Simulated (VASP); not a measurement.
A run of VASP 6.6.1 is set up as follows.

The input POSCAR:

```
ZnO
1.0
    3.2408380724     -0.0000000000      0.0000000000
   -1.6204190362      2.8066481002     -0.0000000000
   -0.0000000000      0.0000000000      5.2174932479
  Zn              O
     2     2
Direct
     0.3333333332999970    0.6666666667000030    0.4997042149891462
     0.6666666667000030    0.3333333332999970    0.9997042149891462
     0.6666666667000030    0.3333333332999970    0.3793057850108547
     0.3333333332999970    0.6666666667000030    0.8793057850108548
```

File INCAR.step1:

```
SYSTEM = ZnO
ALGO = Normal
EDIFF = 1E-8
EDIFFG = -0.002
ENCUT = 600
IBRION = 2
ISIF = 3
ISMEAR = 0
KPAR = 2
LASPH = .True.
LCHARG = .False.
LMIXTAU = .True.
LREAL = .False.
LWAVE = .False.
METAGGA = R2SCAN
NELM = 80
NSW = 40
PREC = Accurate
SIGMA = 0.03
```

Contents of INCAR.step2:

```
SYSTEM = ZnO
ALGO = Normal
EDIFF = 1E-8
ENCUT = 600
IBRION = 6
ISIF = 2
ISMEAR = 0
KPAR = 2
LASPH = .True.
LCHARG = .False.
LMIXTAU = .True.
LREAL = .False.
LWAVE = .False.
METAGGA = R2SCAN
NELM = 80
NFREE = 2
NSW = 1
POTIM = 0.015
PREC = Accurate
SIGMA = 0.03
```

KPOINTS

```
k-points
0
Gamma
  9 9 5
  0 0 0
```

Potentials or basis: VASP PAW PBE potentials, release 64 (Zn, O).

Launch:

```sh
$ cat potpaw_PBE.64/Zn/POTCAR potpaw_PBE.64/O/POTCAR > POTCAR
$ cp INCAR.step1 INCAR
$ mpirun -np 2 vasp_std > vasp.out
$ cp CONTCAR POSCAR
$ cp INCAR.step2 INCAR
$ mpirun -np 2 vasp_std > vasp.out
```

**Question.** Estimate the highest phonon frequency at Γ, LO-TO splitting left out.

**Answer.** 549 cm⁻¹.

Phonon frequencies in cm⁻¹ (negative: imaginary):
```csv
q point,frequencies
"(0.000, 0.000, 0.000)",-8 -8 -5 50 50 255 378 399 399 433 433 549
```
